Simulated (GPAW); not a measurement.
Runs of GPAW 26.7.0 on Al2O3. The structure is trigonal, space group P-3m1 (No. 164). Conventional cell: a = 3.017 Å, b = 3.017 Å, c = 7.575 Å, α = 90.00°, β = 90.00°, γ = 120.00°. Al (site symmetry 3m) has 4 O at 1.68 to 1.84 Å as nearest neighbours. O (site symmetry -3m) is surrounded by 2 Al at 1.68 Å. O (site symmetry 3m) has 3 Al at 1.84 Å as nearest neighbours. Measurements of this composition are mostly on another form, of space group No. 167.

```csv
task,cell,k mesh,cutoff (eV),maxiter,optimizer,fmax,max steps,target pressure,gap on the mesh (eV),pressure (GPa),largest force (eV/Å)
relaxation of cell and atoms,relaxed to 10 GPa,7 × 7 × 3,800,150,BFGS,0.02 eV/Å,60,10 GPa,2.56,10.0,0.01
single point,as given,8 × 8 × 3,650,120,-,-,-,-,2.33,(a),0.05
relaxation of cell and atoms,relaxed to 20 GPa,7 × 7 × 3,800,150,BFGS,0.02 eV/Å,60,20 GPa,(b),20.0,0.01
relaxation of cell and atoms,relaxed to 30 GPa,7 × 7 × 3,800,150,BFGS,0.02 eV/Å,60,30 GPa,3.09,30.0,-
```

Alike in all rows: level PBE; potentials or basis GPAW PAW data sets (gpaw-data 1.2.1), pw; no spin polarisation; smearing fermi-dirac 0.05 eV.

Estimate the missing entries.

(a) -0.7; (b) 2.84.

Caveats: later steps reuse the first step's grids (some runs); the cutoff is short for stress and forces, so pressures can be off by a GPa or more (some runs).

